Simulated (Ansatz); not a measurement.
Eigenvalues along a path: Sn (hcp type)

```yaml
crystal:
  lattice:
    - [2.51115, 0.00000, 0.00000]
    - [-1.25557, 2.17472, 0.00000]
    - [0.00000, 0.00000, 4.06161]
  atoms:
    - { symbol: Sn, position: [0.33333, 0.66667, 0.25000] }
    - { symbol: Sn, position: [0.66667, 0.33333, 0.75000] }
```

The cell comes from a relaxation on PAW files under the same functional, begun from a prototype that needn't be the stable phase.

Level of theory: DFT with PBE, scalar-relativistic, in Ansatz 0.2.0; a Γ-centred 13×13×7 k mesh, Fermi–Dirac smearing of 0.05 eV, no spin polarisation. LAPW: all electrons, basis error target 1 meV/atom.

This run: volume at 0.4 of the series' base cell.

Spin–orbit coupling is left out, which matters for the heavy atoms.

Path points, in fractions of the reciprocal vectors: Γ (0.000, 0.000, 0.000), M (0.500, 0.000, 0.000), K (0.333, 0.333, 0.000), A (0.000, 0.000, 0.500), L (0.500, 0.000, 0.500), H (0.333, 0.333, 0.500). Levels in eV from the Fermi level; bands 11 to 25, counted from the lowest band of the run. The gap is zero, the pressure 392.3 GPa.

```
# k(1/Å) point b11 b12 b13 b14 b15 b16 b17 b18 b19 b20 b21 b22 b23 b24 b25
0.000 Γ -25.08 -25.08 -24.88 -24.88 -24.60 -24.60 -23.54 -23.54 -22.19 -12.32 -8.79 8.11 10.49 10.54 11.22
0.361 - -24.95 -24.85 -24.85 -24.76 -24.71 -24.67 -23.81 -23.50 -21.58 -11.40 -8.51 5.37 8.33 8.57 10.69
0.722 - -25.24 -24.94 -24.93 -24.44 -24.30 -24.25 -24.15 -23.43 -19.68 -9.03 -7.57 -0.66 4.99 7.52 7.77
1.083 - -25.55 -25.13 -24.63 -24.52 -23.95 -23.72 -23.58 -23.38 -16.48 -7.21 -5.84 -4.94 2.63 3.22 3.43
1.445 M -25.65 -25.20 -24.61 -24.50 -23.73 -23.47 -23.37 -23.32 -12.66 -11.59 -3.37 -3.10 -0.03 0.38 1.76
1.653 - -25.57 -25.20 -24.63 -24.49 -23.89 -23.44 -23.40 -23.39 -12.39 -11.42 -3.12 -2.89 0.03 0.27 0.48
1.862 - -25.36 -25.16 -24.69 -24.47 -24.22 -23.55 -23.46 -23.46 -11.62 -10.93 -2.72 -2.41 -2.26 0.39 0.72
2.070 - -25.23 -25.07 -24.81 -24.60 -24.35 -23.70 -23.54 -23.52 -10.44 -10.12 -5.87 -1.28 -1.26 0.94 0.96
2.279 K -25.28 -24.95 -24.95 -24.84 -24.24 -23.68 -23.68 -23.54 -8.98 -8.98 -8.87 -0.39 0.19 0.19 1.84
2.696 - -25.55 -25.15 -24.63 -24.47 -24.35 -24.06 -23.50 -23.41 -14.47 -5.78 -4.98 -4.01 -3.67 3.85 4.56
3.113 - -25.37 -25.07 -24.78 -24.50 -24.30 -24.26 -23.92 -23.46 -18.76 -8.07 -7.05 -0.30 -0.06 7.53 8.04
3.530 - -24.90 -24.85 -24.78 -24.78 -24.76 -24.63 -23.88 -23.49 -21.37 -11.11 -8.41 5.36 5.68 10.38 10.67
3.947 Γ -25.08 -25.08 -24.88 -24.88 -24.60 -24.60 -23.54 -23.54 -22.19 -12.32 -8.79 8.11 10.49 10.54 11.22
4.140 - -25.12 -25.12 -24.91 -24.91 -24.51 -24.51 -23.56 -23.56 -22.02 -13.69 -7.16 7.93 10.17 10.25 11.26
4.333 - -25.18 -25.18 -24.99 -24.99 -24.31 -24.31 -23.61 -23.61 -21.50 -15.78 -4.31 7.30 9.02 9.61 11.43
4.527 - -25.19 -25.19 -25.08 -25.08 -24.09 -24.09 -23.72 -23.72 -20.61 -17.71 -1.15 5.19 8.37 8.95 11.76
4.720 A -25.16 -25.16 -25.16 -25.16 -23.88 -23.88 -23.88 -23.88 -19.34 -19.34 2.10 2.10 8.48 8.48 12.28
5.081 - -25.18 -25.18 -24.97 -24.97 -24.09 -24.09 -23.89 -23.89 -18.64 -18.64 2.53 2.53 6.99 6.99 10.03
5.443 - -25.27 -25.27 -24.57 -24.57 -24.09 -24.09 -23.85 -23.85 -16.75 -16.75 1.61 1.61 3.87 3.87 8.26
5.804 - -25.66 -25.66 -24.38 -24.38 -23.69 -23.69 -23.57 -23.57 -13.85 -13.85 -3.83 -3.83 5.46 5.46 6.17
6.165 L -25.86 -25.86 -24.36 -24.36 -23.50 -23.50 -23.37 -23.37 -11.20 -11.20 -7.39 -7.39 5.37 5.37 6.34
6.373 - -25.79 -25.79 -24.43 -24.43 -23.55 -23.55 -23.43 -23.43 -10.90 -10.90 -7.28 -7.28 3.26 3.26 6.70
6.582 - -25.52 -25.52 -24.59 -24.59 -23.82 -23.82 -23.45 -23.45 -10.04 -10.04 -6.94 -6.94 0.11 0.11 7.45
6.790 - -25.18 -25.18 -24.71 -24.71 -24.17 -24.17 -23.48 -23.48 -8.77 -8.77 -6.36 -6.36 -2.98 -2.98 8.59
6.999 H -25.07 -25.07 -24.64 -24.64 -24.40 -24.40 -23.50 -23.50 -7.69 -7.69 -5.80 -5.80 -5.04 -5.04 9.61
7.416 - -25.16 -25.16 -24.63 -24.63 -24.35 -24.35 -23.38 -23.38 -11.87 -11.87 -2.60 -2.60 -2.26 -2.26 6.93
7.833 - -25.15 -25.15 -24.65 -24.65 -24.37 -24.37 -23.60 -23.60 -15.90 -15.90 2.16 2.16 2.33 2.33 4.47
8.250 - -25.19 -25.19 -24.92 -24.92 -24.14 -24.14 -23.88 -23.88 -18.42 -18.42 2.67 2.67 6.80 6.80 8.21
8.667 A -25.16 -25.16 -25.16 -25.16 -23.88 -23.88 -23.88 -23.88 -19.34 -19.34 2.10 2.10 8.48 8.48 12.28
```
